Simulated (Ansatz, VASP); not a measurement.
**AlN: VASP beside Ansatz**

```xyz
4
Lattice="3.1504 0.0000 0.0000 -1.5752 2.7283 0.0000 0.0000 0.0000 5.5368" Properties=species:S:1:pos:R:3 pbc="T T T"
Al    0.0000    1.8189    0.0202
Al    1.5752    0.9094    2.7886
N     0.0000    1.8189    2.1115
N     1.5752    0.9094    4.8799
```

Alike in both runs: functional LDA; k mesh 9 × 9 × 6; occupations gaussian, width 0.05 eV; no spin polarisation.

Ansatz relaxed the structure, and its values are those at the end. VASP's run is a single point on that final structure, the one shown.

|  | VASP | Ansatz |
| --- | --- | --- |
| version | VASP 6.6.1 | Ansatz 0.2.0 |
| potentials or method | VASP PAW LDA potentials, release 64 (Al, N) | scalar-relativistic, plane waves, PAW |
| plane-wave cutoff (eV) | 520 | 520 |
| valence electrons in the cell | 16 | 16 |

Ansatz gave:

- gap on the k mesh at the Fermi level (eV): 2.91
- least direct gap on the mesh (eV): 2.91
- pressure (GPa): -22.3
- rms of the force components (eV/Å): 0.003

Q: Which values does VASP return?

A: gap on the k mesh at the Fermi level (eV): 2.92; least direct gap on the mesh (eV): 2.92; pressure (GPa): -22.0; rms of the force components (eV/Å): 0.008.

Ansatz warned: «pseudo_functional_mismatch».

Caveats: so large a pressure means that the cell lies far from this level's equilibrium, or that cutoff or potentials fall short (VASP). A hybrid or GW would open this gap; LDA tends to underestimate it.
